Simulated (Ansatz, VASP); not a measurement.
## Two plane-wave programs on Re

```xyz
2
Lattice="2.7769 0.0000 0.0000 -1.3884 2.4048 0.0000 0.0000 0.0000 4.4788" Properties=species:S:1:pos:R:3 pbc="T T T"
Re    0.0000    1.6032    1.1197
Re    1.3884    0.8016    3.3591
```

Alike in both runs: task single point; functional PBE; k mesh 3 × 3 × 2; occupations fermi-dirac, width 0.1 eV; no spin polarisation.

|  | VASP | Ansatz |
| --- | --- | --- |
| version | VASP 6.6.1 | Ansatz 0.2.0 |
| potentials or method | VASP PAW PBE potentials, release 64 (Re) | plane waves (420 eV) with PAW, scalar-relativistic |
| plane-wave cutoff (eV) | 520 | 420 |
| valence electrons in the cell | 14 | 30 |

```tsv
	VASP	Ansatz	Ansatz less VASP
pressure (GPa)	8.5	9.3	+0.71
largest component of the traceless stress (GPa)	2.07	2.24	+0.176
```

The two sets of potentials don't hold the same shells in valence.

Caveats: the k mesh is coarse (spacing up to 0.87 Å⁻¹), so the values aren't converged. Spin-orbit coupling is left out, which matters for the levels of Re.
